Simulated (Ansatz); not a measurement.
Input of an Ansatz 0.2.0 run:

Contents of input.yaml:

```yaml
crystal:
  lattice:
    - [2.7058, 0.0, 0.0]
    - [-1.3529, 2.3432915376, 0.0]
    - [0.0, 0.0, 4.2819]
  atoms:
    - { symbol: Ru, position: [0.6666666667, 0.3333333333, 0.75] }
    - { symbol: Ru, position: [0.3333333333, 0.6666666667, 0.25] }
hamiltonian:
  xc: pbe
  pseudopotentials: { kind: paw }
kpoints:
  mp_grid: { grid: [11, 11, 6] }
scf:
  occupations: { method: fermi_dirac, width: 0.05 }
basis:
  ecutwfc: "250 eV"
output:
  forces: true
  stress: true
  eigenvalues: true
  write_density: true
  write_potential: true
  elf: true
  volumetric_format: npy
```

Potentials or basis: Ansatz PAW.

Run with:

```bash
$ ansatz run input.yaml --threads 2 --pin off --max-ram 5120MiB --backend cpu --events-out ev --progress --plain --runs-dir out
```

Problem. Estimate the pressure.

Solution. 15.1 GPa.

Problem. What does it give for the band gap on the k mesh?

Solution. None (metal or under the smearing width).

Stress tensor (GPa, compression positive):
```
13.25  0.00  0.00
 0.00 13.25  0.00
 0.00  0.00 18.67
```

Caveat: so large a pressure means that the cell lies far from this level's equilibrium, or that cutoff or potentials fall short; the pressure holds a Pulay correction of +117.6 GPa for the finite cutoff; the cutoff lies under the one recommended for these potentials.
